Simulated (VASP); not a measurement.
Input of a VASP 6.6.1 run:

File INCAR:

```
SYSTEM = Ge
PREC = Accurate
ENCUT = 300
EDIFF = 1E-6
ISMEAR = 0
SIGMA = 0.03
LREAL = .FALSE.
LASPH = .TRUE.
NELM = 80
ALGO = Normal
ISIF = 3
LWAVE = .FALSE.
LCHARG = .FALSE.
GGA = PE
IBRION = 2
NSW = 90
EDIFFG = -0.01
```

KPOINTS

```
Automatic mesh
0
G
  6 6 3
  0 0 0
```

Contents of POSCAR:

```
Ge
1.0
    3.9975858431      0.0000000000      0.0000000000
   -1.9987929216      3.4620108940      0.0000000000
    0.0000000000      0.0000000000      6.5993779500
Ge
4
Direct
    0.6666666700      0.3333333300      0.0629012500
    0.3333333300      0.6666666700      0.5629012500
    0.6666666700      0.3333333300      0.4370987500
    0.3333333300      0.6666666700      0.9370987500
```

Potentials or basis: VASP PAW PBE potentials, release 64 (Ge).

The run is started by

```bash
$ cat potpaw_PBE.64/Ge/POTCAR > POTCAR
$ mpirun -np 1 vasp_std > vasp.out
```

Question: What does it give for the relaxed volume?

Answer: 24.19 Å³/atom.

Question: Estimate the band gap on the k mesh.

Answer: 0.24 eV, indirect (least direct gap 0.24 eV).

Question: Estimate the space group after relaxing (to 0.05 Å).

Answer: P6_3/mmc (No. 194).

Final structure:
```
Ge
1.0
     4.07909    0.00000    0.00000
    -2.03955    3.53260    0.00000
     0.00000    0.00000    6.71370
Ge
4
Direct
  0.66667 0.33333 0.06286
  0.33333 0.66667 0.56286
  0.66667 0.33333 0.43714
  0.33333 0.66667 0.93714
```

Caveat: an odd mesh through Γ misses points on the zone boundary, where band edges often lie. A hybrid or GW would open this gap; PBE tends to underestimate it.
